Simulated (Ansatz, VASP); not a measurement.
**RbBr: VASP beside Ansatz**

Contents of INCAR:

```
SYSTEM = RbBr
ALGO = Normal ; EDIFF = 1E-7
ENCUT = 520 ; GGA = PE
ISIF = 2 ; ISMEAR = 0
LASPH = .True. ; LCHARG = .False.
LREAL = .False. ; LWAVE = .False.
NBANDS = 15 ; NELM = 80
PREC = Accurate ; SIGMA = 0.1
```

Contents of KPOINTS:

```
k-points
0
Gamma
  4 4 4
  0 0 0
```

The input POSCAR:

```
RbBr
1.0
    0.0000000000      3.4270000000      3.4270000000
    3.4270000000      0.0000000000      3.4270000000
    3.4270000000      3.4270000000      0.0000000000
Rb Br
1 1
Direct
    0.0000000000      0.0000000000      0.0000000000
    0.5000000000      0.5000000000      0.5000000000
```

Input for Ansatz:

```yaml
crystal:
  lattice:
    - [0.0, 3.427, 3.427]
    - [3.427, 0.0, 3.427]
    - [3.427, 3.427, 0.0]
  atoms:
    - { symbol: Rb, position: [0.0, 0.0, 0.0] }
    - { symbol: Br, position: [0.5, 0.5, 0.5] }
basis:
  ecutwfc: 420
kpoints:
  mp_grid: { grid: [4, 4, 4] }
hamiltonian:
  xc: pbe
scf:
  occupations: { method: gaussian, width: 0.1 }
output:
  forces: true
  stress: true
  eigenvalues: true
```

Alike in both runs: task single point; functional PBE; k mesh 4 × 4 × 4; occupations gaussian, width 0.1 eV; no spin polarisation.

|  | VASP | Ansatz |
| --- | --- | --- |
| version | VASP 6.6.1 | Ansatz 0.2.0 |
| potentials or method | VASP PAW PBE potentials, release 64 (Rb_sv, Br) | scalar-relativistic, plane waves, PAW |
| plane-wave cutoff (eV) | 520 | 420 |
| valence electrons in the cell | 16 | 16 |

|  | VASP | Ansatz | Ansatz less VASP |
| --- | --- | --- | --- |
| gap on the k mesh at the Fermi level (eV) | 4.36 | 4.36 | +0.002 |
| least direct gap on the mesh (eV) | 4.36 | 4.36 | +0.002 |
| pressure (GPa) | 1.0 | 1.0 | -0.03 |

The functional is the same, so the differences come from potentials, cutoffs and numerics.

A hybrid or GW would open this gap; PBE tends to underestimate it.
